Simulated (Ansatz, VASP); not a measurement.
**Two plane-wave programs on ZrB2**

```xyz
3
Lattice="3.2286 0.0000 0.0000 -1.6143 2.7960 0.0000 0.0000 0.0000 3.6225" Properties=species:S:1:pos:R:3 pbc="T T T"
Zr    0.0000    0.0000    0.0000
B     0.0000    1.8640    1.8112
B     1.6143    0.9320    1.8112
```

Alike in both runs: functional PBE; k mesh 15 × 15 × 12; occupations gaussian, width 0.1 eV; no spin polarisation.

Ansatz relaxed the structure, and its values are those at the end. VASP's run is a single point on that final structure, the one shown.

|  | VASP | Ansatz |
| --- | --- | --- |
| version | VASP 6.6.1 | Ansatz 0.2.0 |
| potentials or method | VASP PAW PBE potentials, release 64 (Zr_sv, B) | scalar-relativistic, plane waves, PAW |
| plane-wave cutoff (eV) | 520 | 420 |
| valence electrons in the cell | 18 | 18 |

```tsv
	VASP	Ansatz	Ansatz less VASP
gap on the k mesh at the Fermi level (eV)	none	none	-
pressure (GPa)	-12.3	-12.4	-0.11
```

A gap of «none» marks a metal or a gap that the smearing closes. The functional is the same, so the differences come from potentials, cutoffs and numerics.
